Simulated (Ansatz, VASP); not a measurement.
CdSe in VASP and in Ansatz

```
Cd Se
1.0
     0.00000    2.87396    2.96018
     2.87396    0.00000    2.96018
     2.87396    2.87396    0.00000
Cd Se
1 1
Direct
  0.00000 0.00000 0.00000
  0.50000 0.50000 0.50000
```

Change from the starting cell: strain +0.000 along x and y, +0.030 along z, atoms carried along.

Alike in both runs: task single point; functional LDA; k mesh 14 × 14 × 14; occupations gaussian, width 0.15 eV; no spin polarisation.

|  | VASP | Ansatz |
| --- | --- | --- |
| version | VASP 6.6.1 | Ansatz 0.2.0 |
| potentials or method | VASP PAW LDA potentials, release 64 (Cd, Se) | scalar-relativistic, plane waves, PAW |
| plane-wave cutoff (eV) | 520 | 420 |
| valence electrons in the cell | 18 | 36 |

```tsv
	VASP	Ansatz	Ansatz less VASP
gap on the k mesh at the Fermi level (eV)	none	none	-
pressure (GPa)	-6.9	-7.3	-0.38
largest component of the traceless stress (GPa)	0.67	0.61	-0.064
```

A gap of «none» marks a metal or a gap that the smearing closes. The two sets of potentials don't hold the same shells in valence.
